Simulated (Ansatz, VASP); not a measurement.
## One calculation of SiC, two programs

Contents of INCAR:

```
SYSTEM = SiC
PREC = Accurate ; ENCUT = 520
EDIFF = 1E-6 ; ISMEAR = 0
SIGMA = 0.05 ; LREAL = .FALSE.
LASPH = .TRUE. ; NELM = 100
ALGO = Normal ; ISIF = 2
LWAVE = .FALSE. ; LCHARG = .FALSE.
GGA = PS ; NBANDS = 11
```

Contents of KPOINTS:

```
regular mesh
0
G
  10 10 10
  0 0 0
```

The input POSCAR:

```
SiC
1.0
    0.0000000000      2.1783945700      2.1783945700
    2.1783945700      0.0000000000      2.1783945700
    2.1783945700      2.1783945700      0.0000000000
Si C
1 1
Direct
    0.0000000000      0.0094234391      0.0000000000
    0.7500000000      0.7279654243      0.7500000000
```

Input for Ansatz:

```yaml
crystal:
  lattice:
    - [0.0, 2.17839457, 2.17839457]
    - [2.17839457, 0.0, 2.17839457]
    - [2.17839457, 2.17839457, 0.0]
  atoms:
    - { symbol: Si, position: [0.0, 0.0094234391, 0.0] }
    - { symbol: C, position: [0.75, 0.7279654243, 0.75] }
basis:
  ecutwfc: 520.0
kpoints:
  mp_grid: { grid: [10, 10, 10] }
hamiltonian:
  xc: pbesol
  pseudopotentials: { kind: paw, azcp: { folder: soft_1 } }
scf:
  occupations: { method: gaussian, width: 0.05 }
output:
  forces: true
  stress: true
  eigenvalues: true
```

Change from the starting cell: mode 4 frozen in at -0.048 Å and mode 5 at -0.048 Å (largest displacements).

Alike in both runs: task single point; functional PBEsol; k mesh 10 × 10 × 10; occupations gaussian, width 0.05 eV; no spin polarisation.

|  | VASP | Ansatz |
| --- | --- | --- |
| version | VASP 6.6.1 | Ansatz 0.2.0 |
| potentials or method | VASP PAW PBE potentials, release 64 (Si, C) | scalar-relativistic, plane waves, PAW |
| plane-wave cutoff (eV) | 520 | 520 |
| valence electrons in the cell | 8 | 8 |

```csv
,VASP,Ansatz,Ansatz less VASP
gap on the k mesh at the Fermi level (eV),0.78,0.79,+0.009
least direct gap on the mesh (eV),4.25,4.27,+0.013
pressure (GPa),1.5,1.1,-0.35
largest component of the traceless stress (GPa),4.68,4.62,-0.060
rms of the force components (eV/Å),1.099,1.095,-0.0036
```

Atom by atom the forces differ by 0.004 eV/Å (rms over components). With one functional, cell and mesh, what is left measures potentials, basis and numerics. Ansatz warned: «pseudo_functional_mismatch».

Caveats: the PAW data sets were made with another functional, which shifts forces and pressure a little (VASP). A k mesh can miss the band edges.
